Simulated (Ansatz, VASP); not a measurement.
Two plane-wave programs on Ca

INCAR

```
PREC = Accurate ; ENCUT = 520
EDIFF = 1E-6 ; ISMEAR = 0
SIGMA = 0.15 ; LREAL = False
LASPH = True ; NELM = 100
ALGO = Fast ; ISIF = 2
LWAVE = False ; LCHARG = True
GGA = PE ; LELF = True
LVHAR = True ; NBANDS = 11
```

Contents of KPOINTS:

```
Automatic mesh
0
Gamma
  18 18 18
```

File POSCAR:

```
Ca
1.0
   -2.2052049036      2.2052049036      2.1961148100
    2.2052049036     -2.2052049036      2.1961148100
    2.2052049036      2.2052049036     -2.1961148100
Ca
1
Direct
    0.5000000000      0.5000000000      0.0000000000
```

Input for Ansatz:

```yaml
crystal:
  lattice:
    - [-2.2052049036, 2.2052049036, 2.19611481]
    - [2.2052049036, -2.2052049036, 2.19611481]
    - [2.2052049036, 2.2052049036, -2.19611481]
  atoms:
    - { symbol: Ca, position: [0.5, 0.5, 0.0] }
basis:
  ecutwfc: 420
kpoints:
  mp_grid: { grid: [18, 18, 18] }
hamiltonian:
  xc: pbe
scf:
  occupations: { method: gaussian, width: 0.15 }
output:
  forces: true
  stress: true
  eigenvalues: true
```

This isn't the form of Ca at room conditions, which is fcc.

Alike in both runs: task single point; functional PBE; k mesh 18 × 18 × 18; occupations gaussian, width 0.15 eV; no spin polarisation.

|  | VASP | Ansatz |
| --- | --- | --- |
| version | VASP 6.6.1 | Ansatz 0.2.0 |
| potentials or method | VASP PAW PBE potentials, release 64 (Ca_sv) | scalar-relativistic, plane waves, PAW |
| plane-wave cutoff (eV) | 520 | 420 |
| valence electrons in the cell | 10 | 10 |

```tsv
	VASP	Ansatz	Ansatz less VASP
gap on the k mesh at the Fermi level (eV)	none	none	-
pressure (GPa)	-0.2	-0.2	0.00
```

A gap of «none» marks a metal or a gap that the smearing closes. The functional is the same, so the differences come from potentials, cutoffs and numerics.
